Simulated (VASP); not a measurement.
**AlN: relaxation of shape and atoms at fixed volume with PBE+D3(BJ)**

AlN:

```
Al N
1.0
     3.16820    0.00000    0.00000
    -1.58410    2.74374    0.00000
     0.00000    0.00000    5.07334
Al N
2 2
Direct
  0.33333 0.66667 0.99906
  0.66667 0.33333 0.49906
  0.33333 0.66667 0.38094
  0.66667 0.33333 0.88094
```

The cell isn't the ideal one: a relaxed cell with its volume scaled by 1.06.

* Program: VASP 6.6.1
* Task: relaxation of shape and atoms at fixed volume
* Functional: PBE
* Dispersion: D3(BJ)
* Potentials or basis: VASP PAW PBE potentials, release 64 (Al, N)
* Cutoff: 600 eV
* k mesh: 12 × 12 × 6
* Occupations: gaussian, width 0.03 eV
* Spin: no spin polarisation
* Further INCAR settings: ALGO = Normal; EDIFF = 1e-07; IBRION = 2; EDIFFG = -0.01; NSW = 40; ISIF = 4

| Property | Result |
| --- | --- |
| Energy gained by relaxing | 0.1 meV/atom |
| Ionic steps | 4 |
| Pressure after relaxing | -10.5 GPa |
| Largest force after relaxing | 0.009 eV/Å |
| Band gap on the k mesh | 3.76 eV, direct |
| Dispersion energy per atom | -0.254 eV |

Forces on the atoms (eV/Å):
```
Al   0.000  0.000 -0.009
Al   0.000  0.000 -0.009
N    0.000  0.000  0.009
N    0.000  0.000  0.009
```

Stress tensor (GPa, compression positive):
```
-10.54   0.00   0.00
  0.00 -10.54   0.00
  0.00   0.00 -10.46
```

Step by step:
```tsv
step	energy change (eV)	largest force (eV/Å)	pressure (GPa)
1	0.0000	0.0225	-10.55
2	-0.0003	0.0205	-10.53
3	-0.0003	0.0195	-10.52
4	-0.0003	0.0093	-10.52
```

Final structure:
```yaml
crystal:
  lattice:
    - [3.16451, 0.00000, 0.00000]
    - [-1.58226, 2.74055, 0.00000]
    - [0.00000, 0.00000, 5.08517]
  atoms:
    - { symbol: Al, position: [0.33333, 0.66667, 0.99963] }
    - { symbol: Al, position: [0.66667, 0.33333, 0.49963] }
    - { symbol: N, position: [0.33333, 0.66667, 0.38037] }
    - { symbol: N, position: [0.66667, 0.33333, 0.88037] }
```

Levels at points of the mesh, in eV from the valence-band top:
```
           k point  band 5  band 6  band 7  band 8  band 9  band 10  band 11  band 12
(0.00, 0.00, 0.00)   -0.80   -0.17   -0.17    0.00    3.76     6.25    10.18    10.81
(0.50, 0.00, 0.00)   -3.20   -1.97   -1.68   -0.65    5.67     5.68     7.74     9.91
(0.00, 0.00, 0.50)   -0.49   -0.49   -0.49   -0.49    6.03     6.03     9.89     9.89
(0.50, 0.00, 0.50)   -1.38   -1.38   -1.31   -1.31    5.13     5.13     8.94     8.94
```

It took 84 s on 1 thread of Intel(R) Xeon(R) Platinum 8259CL CPU @ 2.50GHz (Skylake/Cascade Lake), with other jobs on the host, peak memory 0.21 GiB.

A k mesh can miss the band edges.
